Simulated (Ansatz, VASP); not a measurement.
# AlN: VASP beside Ansatz

INCAR

```
PREC     = Accurate       # precision mode
ENCUT    = 520            # plane-wave cutoff, eV
EDIFF    = 1E-6           # SCF threshold, eV
ISMEAR   = -1             # smearing method
SIGMA    = 0.01           # smearing width, eV
LREAL    = F              # projectors in reciprocal space
LASPH    = T              # aspherical terms in the spheres
NELM     = 60             # most SCF steps
ALGO     = Normal         # electronic algorithm
ISIF     = 2              # what is computed and relaxed
LWAVE    = F              # write WAVECAR
LCHARG   = T              # write CHGCAR
GGA      = CA             # functional
LELF     = T              # ELF
LVHAR    = T            
NBANDS   = 11             # bands
```

Contents of KPOINTS:

```
Automatic mesh
0
Gamma
  12 12 12
```

The input POSCAR:

```
AlN
1.0
    0.0000000000      2.0040293008      2.0040293008
    2.0040293008      0.0000000000      2.0040293008
    2.0040293008      2.0040293008      0.0000000000
Al N
1 1
Direct
    0.0000000000      0.0000000000      0.0000000000
    0.5000000000      0.5000000000      0.5000000000
```

Input for Ansatz:

```yaml
crystal:
  lattice:
    - [0.0, 2.0040293008, 2.0040293008]
    - [2.0040293008, 0.0, 2.0040293008]
    - [2.0040293008, 2.0040293008, 0.0]
  atoms:
    - { symbol: Al, position: [0.0, 0.0, 0.0] }
    - { symbol: "N", position: [0.5, 0.5, 0.5] }
kpoints:
  mp_grid: { grid: [12, 12, 12] }
  band_path:
    path:
      - [0.0, 0.0, 0.0]
      - [0.5, 0.0, 0.5]
      - [0.625, 0.25, 0.625]
      - [0.375, 0.375, 0.75]
      - [0.0, 0.0, 0.0]
      - [0.5, 0.5, 0.5]
      - [0.5, 0.25, 0.75]
      - [0.5, 0.0, 0.5]
    npoints: 5
scf:
  occupations: { method: fermi_dirac, width: 0.01 }
hamiltonian:
  xc: lda
  pseudopotentials: { kind: all_electron, lapw: { basis_error: 0.0005 } }
output:
  forces: true
  stress: true
  eigenvalues: true
```

Change from the starting cell: volume scaled by 1.04.

Alike in both runs: task single point; functional LDA; k mesh 12 × 12 × 12; occupations fermi-dirac, width 0.01 eV; no spin polarisation.

|  | VASP | Ansatz |
| --- | --- | --- |
| version | VASP 6.6.1 | Ansatz 0.2.0 |
| potentials or method | VASP PAW LDA potentials, release 64 (Al, N) | all-electron LAPW, scalar-relativistic |
| plane-wave cutoff (eV) | 520 | see its input |

VASP gave:

| Item | Value |
| --- | --- |
| gap on the k mesh at the Fermi level (eV) | 4.71 |
| pressure (GPa) | 1.3 |

Which values does Ansatz return?

gap on the k mesh at the Fermi level (eV): 4.71; pressure (GPa): 0.7.

Ansatz ran all-electron here, so the differences hold the error of VASP's frozen core and of both bases.

A k mesh can miss the band edges.
